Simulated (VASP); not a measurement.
# Sb2Pt (Geversite) (Pa-3) in VASP: notebook

One crystal, Sb2Pt (Geversite), is run at these levels: PBEsol; tasks: equation of state.

Program: VASP 6.6.1. These are calculated values, not measurements. Logs are shortened: lines on timing, memory, paths and dates and some standing lists are left out, and cuts for length are marked.

**1. The crystal as given**

It takes space group Pa-3 (No. 205, cubic). The conventional cell has a = 6.463 Å, b = 6.463 Å, c = 6.463 Å, α = 90.00°, β = 90.00°, γ = 90.00°. Pt (site symmetry -3) has 6 Sb at 2.68 Å as nearest neighbours. Sb (site symmetry 3) is surrounded by 3 Pt at 2.68 Å and 1 Sb at 2.81 Å.

**2. Equation of state, PBEsol, 21.60 Å³/atom (a relaxed cell with its volume scaled by 0.96)**

INCAR reads:

```
ALGO = Fast ; EDIFF = 1E-6
ENCUT = 520 ; GGA = PS
ISIF = 2 ; ISMEAR = -1
KPAR = 4 ; LASPH = T
LCHARG = F ; LREAL = F
LWAVE = F ; NELM = 100
PREC = Accurate ; SIGMA = 0.05
```

KPOINTS reads:

```
k-points
0
Gamma
  4 4 4
```

POSCAR reads:

```
Sb2Pt                                   
1.0
    6.3756085802     -0.0000000000      0.0000000000
    0.0000000000      6.3756085802     -0.0000000000
   -0.0000000000      0.0000000000      6.3756085802
  Pt              Sb            
     4     8
Direct
     0.0000000000000000    0.5000000000000000    0.5000000000000000
     0.5000000000000000    0.5000000000000000    0.0000000000000000
     0.5000000000000000    0.0000000000000000    0.5000000000000000
     0.0000000000000000    0.0000000000000000    0.0000000000000000
     0.3743775953370787    0.1256224046629214    0.8743775953370786
     0.1256224046629214    0.8743775953370786    0.3743775953370787
     0.8743775953370786    0.3743775953370787    0.1256224046629214
     0.6256224046629214    0.6256224046629214    0.6256224046629214
     0.6256224046629214    0.8743775953370786    0.1256224046629214
     0.8743775953370786    0.1256224046629214    0.6256224046629214
     0.1256224046629214    0.6256224046629214    0.8743775953370786
     0.3743775953370787    0.3743775953370787    0.3743775953370787
```

Potentials or basis: VASP PAW PBE potentials, release 64 (Pt, Sb).

Launch:

```bash
> cat potpaw_PBE.64/Pt/POTCAR potpaw_PBE.64/Sb/POTCAR > POTCAR
> mpirun -np 4 vasp_std > vasp.out
```

OUTCAR:

```text
EDIFF = 1E-6
   ENCUT = 520
   GGA = PS
   ISIF = 2
   ISMEAR = -1
   LASPH = T
   LREAL = F
   NELM = 100
   PREC = Accurate

 ion  position               nearest neighbor table
   1  0.000  0.500  0.500-   6 2.64   7 2.64   8 2.64  10 2.64  11 2.64  12 2.64
   2  0.500  0.500  0.000-   5 2.64   7 2.64   8 2.64   9 2.64  11 2.64  12 2.64
   3  0.500  0.000  0.500-   5 2.64   6 2.64   8 2.64   9 2.64  10 2.64  12 2.64
   4  0.000  0.000  0.000-   5 2.64   6 2.64   7 2.64   9 2.64  10 2.64  11 2.64
   5  0.374  0.126  0.874-   2 2.64   3 2.64   4 2.64   9 2.77  10 3.56  11 3.56  12 3.56  12 3.56
                            11 3.56  10 3.56
   6  0.126  0.874  0.374-   1 2.64   3 2.64   4 2.64  10 2.77   9 3.56  11 3.56  12 3.56  11 3.56
                            12 3.56   9 3.56
   7  0.874  0.374  0.126-   1 2.64   2 2.64   4 2.64  11 2.77  10 3.56   9 3.56  12 3.56  10 3.56
                             9 3.56  12 3.56
   8  0.626  0.626  0.626-   1 2.64   2 2.64   3 2.64  12 2.77  10 3.56  11 3.56   9 3.56   9 3.56
                            10 3.56  11 3.56
   9  0.626  0.874  0.126-   2 2.64   3 2.64   4 2.64   5 2.77   6 3.56   7 3.56   8 3.56   8 3.56
                             7 3.56   6 3.56
  10  0.874  0.126  0.626-   1 2.64   3 2.64   4 2.64   6 2.77   5 3.56   7 3.56   8 3.56   7 3.56
                             8 3.56   5 3.56
  11  0.126  0.626  0.874-   1 2.64   2 2.64   4 2.64   7 2.77   6 3.56   5 3.56   8 3.56   6 3.56
                             5 3.56   8 3.56
  12  0.374  0.374  0.374-   1 2.64   2 2.64   3 2.64   8 2.77   6 3.56   7 3.56   5 3.56   5 3.56
                             6 3.56   7 3.56

  LATTYP: Found a simple cubic cell.
 ALAT       =     6.3756085802

  Lattice vectors:

 A1 = (   6.3756085802,   0.0000000000,   0.0000000000)
 A2 = (   0.0000000000,   6.3756085802,   0.0000000000)
 A3 = (   0.0000000000,   0.0000000000,   6.3756085802)

Analysis of symmetry for initial positions (statically):
=====================================================================
 Subroutine PRICEL returns:
 Original cell was already a primitive cell.

 Routine SETGRP: Setting up the symmetry group for a
 simple cubic supercell.

 Subroutine GETGRP returns: Found 24 space group operations
 (whereof  6 operations were pure point group operations)
 out of a pool of 48 trial point group operations.

The static configuration has the point symmetry S_6 .
 The point group associated with its full space group is T_h .

Analysis of symmetry for dynamics (positions and initial velocities):
=====================================================================
 Subroutine PRICEL returns:
 Original cell was already a primitive cell.

 Routine SETGRP: Setting up the symmetry group for a
 simple cubic supercell.

 Subroutine GETGRP returns: Found 24 space group operations
 (whereof  6 operations were pure point group operations)
 out of a pool of 48 trial point group operations.

The dynamic configuration has the point symmetry S_6 .
 The point group associated with its full space group is T_h .

 Subroutine INISYM returns: Found 24 space group operations
 (whereof  6 operations are pure point group operations),
 and found     1 'primitive' translations

----------------------------------------------------------------------------------------

                                     Primitive cell

  volume of cell :     259.1582

  direct lattice vectors                    reciprocal lattice vectors
     6.375608580  0.000000000  0.000000000     0.156847772  0.000000000  0.000000000
     0.000000000  6.375608580  0.000000000     0.000000000  0.156847772  0.000000000
     0.000000000  0.000000000  6.375608580     0.000000000  0.000000000  0.156847772

  length of vectors
     6.375608580  6.375608580  6.375608580     0.156847772  0.156847772  0.156847772

  position of ions in fractional coordinates (direct lattice)
     0.000000000  0.500000000  0.500000000
     0.500000000  0.500000000  0.000000000
     0.500000000  0.000000000  0.500000000
     0.000000000  0.000000000  0.000000000
     0.374377595  0.125622405  0.874377595
     0.125622405  0.874377595  0.374377595
     0.874377595  0.374377595  0.125622405
     0.625622405  0.625622405  0.625622405
     0.625622405  0.874377595  0.125622405
     0.874377595  0.125622405  0.625622405
     0.125622405  0.625622405  0.874377595
     0.374377595  0.374377595  0.374377595

  ion indices of the primitive-cell ions
   primitive index   ion index
                 1           1
[... 26 lines left out ...]

  Length of vectors
     0.039211943  0.039211943  0.039211943

  Shift w.r.t. Gamma in fractional coordinates (k-lattice)
     0.000000000  0.000000000  0.000000000

 Subroutine IBZKPT returns following result:
 ===========================================

 Found     11 irreducible k-points:

 Following reciprocal coordinates:
            Coordinates               Weight
  0.000000  0.000000  0.000000      1.000000
  0.250000  0.000000  0.000000      6.000000
  0.500000  0.000000  0.000000      3.000000
  0.250000  0.250000  0.000000     12.000000
  0.500000  0.250000  0.000000      6.000000
 -0.250000  0.500000  0.000000      6.000000
  0.500000  0.500000  0.000000      3.000000
  0.250000  0.250000  0.250000      8.000000
  0.500000  0.250000  0.250000     12.000000
  0.500000  0.500000  0.250000      6.000000
  0.500000  0.500000  0.500000      1.000000
   k-points           NKPTS =     11   k-points in BZ     NKDIM =     11   number of bands    NBANDS=     48
   number of dos      NEDOS =    301   number of ions     NIONS =     12
   total plane-waves  NPLWV = 110592
   dimension x,y,z NGX =    48 NGY =   48 NGZ =   48
   dimension x,y,z NGXF=    96 NGYF=   96 NGZF=   96
   ions per type =               4   8
   NGX,Y,Z   is equivalent  to a cutoff of  12.52, 12.52, 12.52 a.u.
   NGXF,Y,Z  is equivalent  to a cutoff of  25.03, 25.03, 25.03 a.u.
 SYSTEM =  unknown system
   PREC   = accura    normal or accurate (medium, high low for compatibility)
   ISTART =      0    job   : 0-new  1-cont  2-samecut
   ICHARG =      2    charge: 1-file 2-atom 10-const
   ISPIN  =      1    spin polarized calculation?
   LNONCOLLINEAR =      F non collinear calculations
   LSORBIT =      F    spin-orbit coupling
   LASPH  =      T    aspherical Exc in radial PAW
   ENCUT  =  520.0 eV  38.22 Ry    6.18 a.u.  11.85 11.85 11.85*2*pi/ulx,y,z
   NELM   =    100;   NELMIN=  2; NELMDL= -5     # of ELM steps
   EDIFF  = 0.1E-05   stopping-criterion for ELM
   LREAL  =      F    real-space projection
   EDIFFG = 0.1E-04   stopping-criterion for IOM
   NSW    =      0    number of steps for IOM
   IBRION =     -1    ionic relax: 0-MD 1-quasi-New 2-CG
   NFREE  =      0    steps in history (QN), initial steepest desc. (CG)
   ISIF   =      2    stress and relaxation
   ISYM   =      2    0-nonsym 1-usesym 2-fastsym
   POTIM  = 0.5000    time-step for ionic-motion
   TEBEG  =    0.0;   TEEND  =   0.0 temperature during run
   PSTRESS=    0.0 pullay stress
   NELECT =      80.0000    total number of electrons
   NUPDOWN=      -1.0000    fix difference up-down
   EMIN   =  10.00;   EMAX   =-10.00  energy-range for DOS
   EFERMI =   0.00;   METHOD = LEGACY
   ISMEAR =    -1;   SIGMA  =   0.05  broadening in eV -4-tet -1-fermi 0-gaus
   EFERMI_NEDOS =   21; number of points for ismear=-14 and -15
   IALGO  =     68    algorithm
   IMIX   =      4    mixing-type and parameters
     AMIX     =   0.40;   BMIX     =  1.00
     AMIX_MAG =   1.60;   BMIX_MAG =  1.00
  volume/ion in A,a.u.               =      21.60       145.74
  Fermi-wavevector in a.u.,A,eV,Ry     =   1.106411  2.090814 16.655510  1.224145
  Thomas-Fermi vector in A             =   2.242912
   LORBIT       =      0    0 simple, 1 ext, 2 COOP (PROOUT), +10 PAW based schemes
   GGA     = PS    functional components
   LHFCALC =     F    Hartree Fock is set to
   AEXX    =    0.0000 exact exchange contribution
   IVDW    =     0    specifies the selected vdW correction
   LEPSILON=     F    determine dielectric tensor
   LRPA    =     F    only Hartree local field effects (RPA)
 non-spin polarized calculation
 RMM-DIIS sequential band-by-band and
  energy-cutoff  :      520.00
  volume of cell :      259.16
 maximum number of plane-waves:      7012
   NGX = 23   NGY = 23   NGZ = 23

 number of electron      80.0000015 magnetization

 Free energy of the ion-electron system (eV)
  ---------------------------------------------------
  ext. energy  EPLUGINS =         0.00000000
  ---------------------------------------------------
  free energy    TOTEN  =       -70.27668417 eV

  energy without entropy =      -70.25878569  energy(sigma->0) =      -70.26773493

 E-fermi :   9.7360     XC(G=0): -11.2508

 val. band max:        9.6981738866   @ k =   0.0000   0.0000   0.0000
 cond. band min:       9.7535876862   @ k =   0.2500   0.0000   0.0000
 fundamental gap:      0.0554137997
 Fermi energy:         9.7359614389

 k-point     1 :       0.0000    0.0000    0.0000
  band No.  band energies     occupation
      1      -3.4267      2.00000
      2      -1.0230      2.00000
      3      -1.0230      2.00000
      4      -1.0230      2.00000
      5       0.5040      2.00000
      6       0.5040      2.00000
[... 550 lines left out ...]
     47      12.3541      0.00000
     48      12.4077      0.00000

------------------------ aborting loop because EDIFF is reached ----------------------------------------

  FORCE on cell =-STRESS in cart. coord.  units (eV):
  Direction    XX          YY          ZZ          XY          YZ          ZX
  --------------------------------------------------------------------------------------
  -------------------------------------------------------------------------------------
  Total        8.7317618      8.7317618      8.7317618     -0.0000000      0.0000000      0.0000000
  in kB       53.9818200     53.9818200     53.9818200     -0.0000000      0.0000000      0.0000000
  external PRESSURE =      53.9818200 kB  Pullay stress =       0.0000000 kB

 VOLUME and BASIS-vectors are now :
 -----------------------------------------------------------------------------
  energy-cutoff  :      520.00
  volume of cell :      259.16
      direct lattice vectors                 reciprocal lattice vectors
     6.375608580  0.000000000  0.000000000     0.156847772  0.000000000  0.000000000
     0.000000000  6.375608580  0.000000000     0.000000000  0.156847772  0.000000000
     0.000000000  0.000000000  6.375608580     0.000000000  0.000000000  0.156847772

 POSITION                                       TOTAL-FORCE (eV/Angst)
 -----------------------------------------------------------------------------------
      0.00000      3.18780      3.18780         0.000000      0.000000      0.000000
      3.18780      3.18780      0.00000         0.000000      0.000000      0.000000
      3.18780      0.00000      3.18780         0.000000      0.000000      0.000000
      0.00000      0.00000      0.00000         0.000000      0.000000      0.000000
      2.38689      0.80092      5.57469        -0.024681      0.024681     -0.024681
      0.80092      5.57469      2.38689         0.024681     -0.024681     -0.024681
      5.57469      2.38689      0.80092        -0.024681     -0.024681      0.024681
      3.98872      3.98872      3.98872         0.024681      0.024681      0.024681
      3.98872      5.57469      0.80092         0.024681     -0.024681      0.024681
      5.57469      0.80092      3.98872        -0.024681      0.024681      0.024681
      0.80092      3.98872      5.57469         0.024681      0.024681     -0.024681
      2.38689      2.38689      2.38689        -0.024681     -0.024681     -0.024681
 -----------------------------------------------------------------------------------
    total drift:                               -0.000000     -0.000000      0.000000

  FREE ENERGIE OF THE ION-ELECTRON SYSTEM (eV)
  ---------------------------------------------------
  free  energy   TOTEN  =       -70.2766841688 eV

  energy  without entropy=      -70.2587856943  energy(sigma->0) =      -70.26773493
```

Wall time 63 s (4 MPI ranks of Intel Xeon Platinum 8375C at 2.90GHz (Ice Lake), shared host); peak memory 0.37 GiB.

Results:

```yaml
Free_energy: -70.2767 eV
Pressure: 5.4 GPa
Largest_force: 0.043 eV/Å
Band_gap_on_the_k_mesh: none (metal or under the smearing width)
```

Caveat: the PAW data sets were made with another functional, which shifts forces and pressure a little.

**3. Equation of state, PBEsol, 22.05 Å³/atom (a relaxed cell with its volume scaled by 0.98)**

INCAR is that of step 2.

KPOINTS is that of step 2.

Changes to POSCAR since step 2:

```diff
@@ -2,5 +2,5 @@
 1.0
-    6.3756085802     -0.0000000000      0.0000000000
-    0.0000000000      6.3756085802     -0.0000000000
-   -0.0000000000      0.0000000000      6.3756085802
+    6.4195796840     -0.0000000000      0.0000000000
+    0.0000000000      6.4195796840     -0.0000000000
+   -0.0000000000      0.0000000000      6.4195796840
   Pt              Sb
```

Potentials or basis: VASP PAW PBE potentials, release 64 (Pt, Sb).

Launch:

```bash
> cat potpaw_PBE.64/Pt/POTCAR potpaw_PBE.64/Sb/POTCAR > POTCAR
> mpirun -np 4 vasp_std > vasp.out
```

Wall time 66 s (4 MPI ranks of Intel Xeon Platinum 8375C at 2.90GHz (Ice Lake), shared host); peak memory 0.37 GiB.

Results (log left out):

```
Free energy            : -70.4105 eV
Pressure               : 2.5 GPa
Largest force          : 0.024 eV/Å
Band gap on the k mesh : none (metal or under the smearing width)
```

Caveat: the PAW data sets were made with another functional, which shifts forces and pressure a little.

**4. Equation of state, PBEsol, 22.50 Å³/atom**

INCAR is that of step 3.

KPOINTS is that of step 3.

Changes to POSCAR since step 3:

```diff
@@ -2,5 +2,5 @@
 1.0
-    6.4195796840     -0.0000000000      0.0000000000
-    0.0000000000      6.4195796840     -0.0000000000
-   -0.0000000000      0.0000000000      6.4195796840
+    6.4629565382     -0.0000000000      0.0000000000
+    0.0000000000      6.4629565382     -0.0000000000
+   -0.0000000000      0.0000000000      6.4629565382
   Pt              Sb
```

Launch:

```bash
> cat potpaw_PBE.64/Pt/POTCAR potpaw_PBE.64/Sb/POTCAR > POTCAR
> mpirun -np 4 vasp_std > vasp.out
```

Run time: 65 s. Hardware: 4 MPI ranks of Intel Xeon Platinum 8375C at 2.90GHz (Ice Lake), shared host; peak memory 0.38 GiB.

It converged, with:

```yaml
Free_energy: -70.4533 eV
Pressure: 0.0 GPa
Largest_force: 0.003 eV/Å
Band_gap_on_the_k_mesh: none (metal or under the smearing width)
```

Caveat: the PAW data sets were made with another functional, which shifts forces and pressure a little.

**5. Equation of state, PBEsol, 22.95 Å³/atom (a relaxed cell with its volume scaled by 1.02)**

INCAR is that of step 4.

KPOINTS is that of step 4.

Changes to POSCAR since step 4:

```diff
@@ -2,5 +2,5 @@
 1.0
-    6.4629565382     -0.0000000000      0.0000000000
-    0.0000000000      6.4629565382     -0.0000000000
-   -0.0000000000      0.0000000000      6.4629565382
+    6.5057588223     -0.0000000000      0.0000000000
+    0.0000000000      6.5057588223     -0.0000000000
+   -0.0000000000      0.0000000000      6.5057588223
   Pt              Sb
```

Launch:

```bash
> cat potpaw_PBE.64/Pt/POTCAR potpaw_PBE.64/Sb/POTCAR > POTCAR
> mpirun -np 4 vasp_std > vasp.out
```

Run time: 64 s. Hardware: 4 MPI ranks of Intel Xeon Platinum 8375C at 2.90GHz (Ice Lake), shared host; peak memory 0.38 GiB.

It converged, with:

```
Free energy            : -70.4151 eV
Pressure               : -2.3 GPa
Largest force          : 0.014 eV/Å
Band gap on the k mesh : none (metal or under the smearing width)
```

Caveat: the PAW data sets were made with another functional, which shifts forces and pressure a little.

**6. Equation of state, PBEsol, 23.40 Å³/atom (a relaxed cell with its volume scaled by 1.04)**

INCAR is that of step 5.

KPOINTS is that of step 5.

Changes to POSCAR since step 5:

```diff
@@ -2,5 +2,5 @@
 1.0
-    6.5057588223     -0.0000000000      0.0000000000
-    0.0000000000      6.5057588223     -0.0000000000
-   -0.0000000000      0.0000000000      6.5057588223
+    6.5480051932     -0.0000000000      0.0000000000
+    0.0000000000      6.5480051932     -0.0000000000
+   -0.0000000000      0.0000000000      6.5480051932
   Pt              Sb
```

Potentials or basis: VASP PAW PBE potentials, release 64 (Pt, Sb).

Launch:

```bash
> cat potpaw_PBE.64/Pt/POTCAR potpaw_PBE.64/Sb/POTCAR > POTCAR
> mpirun -np 4 vasp_std > vasp.out
```

Run time: 79 s. Hardware: 4 MPI ranks of Intel Xeon Platinum 8375C at 2.90GHz (Ice Lake), shared host; peak memory 0.4 GiB.

It converged, with:

| Property | Result |
| --- | --- |
| Free energy | -70.3046 eV |
| Pressure | -4.3 GPa |
| Largest force | 0.031 eV/Å |
| Band gap on the k mesh | none (metal or under the smearing width) |

Caveat: the PAW data sets were made with another functional, which shifts forces and pressure a little.

**7. Equation of state, PBEsol**

This step only gathers the single runs of the series.

Results:

| Quantity | Value |
| --- | --- |
| Equilibrium volume | 22.50 Å³/atom |
| Bulk modulus at fixed shape and positions | 120 GPa |
| Pressure derivative of the bulk modulus | 4.8 (rough: it moves with the points fitted) |

Energy against volume, from the lowest point:
| volume (Å³/atom) | energy (meV/atom) |
| --- | --- |
| 21.597 | 14.72 |
| 22.046 | 3.57 |
| 22.496 | 0.00 |
| 22.946 | 3.18 |
| 23.396 | 12.39 |

Caveat: the cell was scaled at fixed shape and fractional positions, which overstates the stiffness of a crystal with free parameters, most of all of layers and chains; the PAW data sets were made with another functional, which shifts forces and pressure a little. The run has no spin-orbit coupling, so splittings on Pt, Sb are missing.
